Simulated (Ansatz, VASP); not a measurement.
## LiF in VASP and in Ansatz

```
CELL_PARAMETERS angstrom
0.00000 2.02734 2.02734
2.02734 0.00000 2.02734
2.02734 2.02734 0.00000
ATOMIC_POSITIONS crystal
Li 0.00000 0.00000 0.00000
F 0.50000 0.50000 0.50000
```

Change from the starting cell: volume scaled by 1.02.

Alike in both runs: task single point; functional PBE; k mesh 10 × 10 × 10; occupations fermi-dirac, width 0.03 eV; no spin polarisation.

|  | VASP | Ansatz |
| --- | --- | --- |
| version | VASP 6.6.1 | Ansatz 0.2.0 |
| potentials or method | VASP PAW PBE potentials, release 64 (Li_sv, F), cutoff 520 eV | all-electron LAPW, scalar-relativistic |

```tsv
	VASP	Ansatz	Ansatz less VASP
gap on the k mesh at the Fermi level (eV)	8.91	8.89	-0.020
```

Ansatz ran all-electron here, so the differences hold the error of VASP's frozen core and of both bases.

 A k mesh can miss the band edges.
